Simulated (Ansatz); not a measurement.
Clean, relaxed (100) surface of C, space group Fd-3m (No. 227) (top face towards +c; atoms held fixed, by place in the list: 1, 2, 3, 4, 5):

```yaml
crystal:
  lattice:
    - [2.51292, 0.00000, 0.00000]
    - [0.00000, 2.51292, 0.00000]
    - [0.00000, 0.00000, 24.99607]
  atoms:
    - { symbol: C, position: [0.00000, 0.50000, 0.34005] }
    - { symbol: C, position: [0.00000, 0.00000, 0.37560] }
    - { symbol: C, position: [0.50000, 0.00000, 0.41114] }
    - { symbol: C, position: [0.50000, 0.50000, 0.44668] }
    - { symbol: C, position: [0.00000, 0.50000, 0.48223] }
    - { symbol: C, position: [0.00000, 0.00000, 0.51771] }
    - { symbol: C, position: [0.50000, 0.00000, 0.55342] }
    - { symbol: C, position: [0.50000, 0.50000, 0.58849] }
    - { symbol: C, position: [0.00000, 0.50000, 0.62543] }
    - { symbol: C, position: [0.00000, 0.00000, 0.65676] }
```

The calculation used DFT PBEsol, scalar-relativistic, plane waves, PAW (Ansatz 0.2.0). Cutoff 420 eV; k points 11×11×1 on the computed 10-atom cell (Γ-centred); Gaussian smearing, width 0.05 eV; no spin polarisation. A dipole correction removes the field between periodic images along c.

With the adsorbate the run is spin-polarised, so any moments that the slab's own atoms take up count into E_ads.

The adsorption energy is E(slab + adsorbate) − E(slab) − E(free adsorbate, spin-polarised where open-shell). Heights count from the highest slab atom after relaxation. Δp counts per cell along +c. With the adsorbate the cell is lengthened along c to keep the vacuum.

An adsorbate (one adsorbate per 6.3 Å²) relaxed from the hollow (C-C) at (0.50, 0.75) site binds with -7.08 eV, its anchoring atom 0.80 Å over the highest slab atom; the slab's dipole changes by -0.038 e·Å and the work function by +1.09 eV.

(1) Which adsorbate is it? It is a single non-metal or semimetal atom.

Each end is the local minimum or symmetric point that its start leads to. The slab is only 8.0 Å thick, so the energies aren't converged with thickness.

Results:

(1) N (atom). Other answers can fit too; this one was computed.